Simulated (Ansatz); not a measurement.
# SnO: convergence and cost

An exercise on one series of results from a longer session: the logs are not shown, and one member is left open.

Program: Ansatz 0.2.0. Level of theory: DFT PBE, scalar-relativistic, plane waves, PAW for the base; runs at other levels say so in their headings and inputs. These are calculated values, not measurements.

## Starting point

It takes space group Cmce (No. 64, orthorhombic). Conventional cell: a = 5.474 Å, b = 5.476 Å, c = 10.222 Å, α = 90.00°, β = 90.00°, γ = 90.00°. Sn (site symmetry m) has 4 O at 2.25 to 2.26 Å in its first shell of neighbours. O (site symmetry 2) is surrounded by 4 Sn at 2.25 to 2.26 Å.

As a file:

```
Sn O
1.0
     2.73691   -2.73780    0.00000
     2.73691    2.73780    0.00000
     0.00000    0.00000   10.22196
Sn O
4 4
Direct
  0.73655 0.26345 0.86386
  0.26345 0.73655 0.13614
  0.76345 0.23655 0.36386
  0.23655 0.76345 0.63614
  0.26194 0.23806 0.25000
  0.73806 0.76194 0.75000
  0.23806 0.26194 0.75000
  0.76194 0.73806 0.25000
```

Source of the structure: the Materials Project (structure only). It is taken as it stands there.

The first run:

Input file input.yaml:

```yaml
crystal:
  lattice:
    - [2.736912, -2.737796, 0.0]
    - [2.736912, 2.737796, 0.0]
    - [0.0, 0.0, 10.22196]
  atoms:
    - { symbol: Sn, position: [0.736547, 0.263453, 0.863858] }
    - { symbol: Sn, position: [0.263453, 0.736547, 0.136142] }
    - { symbol: Sn, position: [0.763453, 0.236547, 0.363858] }
    - { symbol: Sn, position: [0.236547, 0.763453, 0.636142] }
    - { symbol: O, position: [0.261944, 0.238056, 0.25] }
    - { symbol: O, position: [0.738056, 0.761944, 0.75] }
    - { symbol: O, position: [0.238056, 0.261944, 0.75] }
    - { symbol: O, position: [0.761944, 0.738056, 0.25] }
basis:
  ecutwfc: 420
kpoints:
  mp_grid: { grid: [6, 6, 2] }
hamiltonian:
  xc: pbe
scf:
  occupations: { method: gaussian, width: 0.1 }
output:
  forces: true
  stress: true
  eigenvalues: true
```

The run is started by

```console
ansatz run input.yaml --threads 2 --pin off --max-ram 5120MiB --backend cpu --events-out ev --progress --plain --runs-dir out
```

Steps of the session up to this table: A first look at the start; Base run on a denser mesh; Functional set to LDA; Functional: PBEsol; Functional set to r2SCAN.

One of the session's tables, all rows but one given; the rest of the session is left out.

| functional | gap on the mesh (eV) | pressure (GPa) | largest force (eV/Å) |
| --- | --- | --- | --- |
| PBE | ? | ? | ? |
| LDA | 0.58 | -6.5 | 0.684 |
| PBEsol | 0.50 | -4.0 | 0.384 |
| r2SCAN | 0.71 | -4.2 | 0.583 |

Estimate the missing values for PBE.

**Answer.** gap on the mesh (eV): 0.53; pressure (GPa): -0.4; largest force (eV/Å): 0.096. In the column «gap on the mesh (eV)» it lies between PBEsol (0.50) and LDA (0.58).
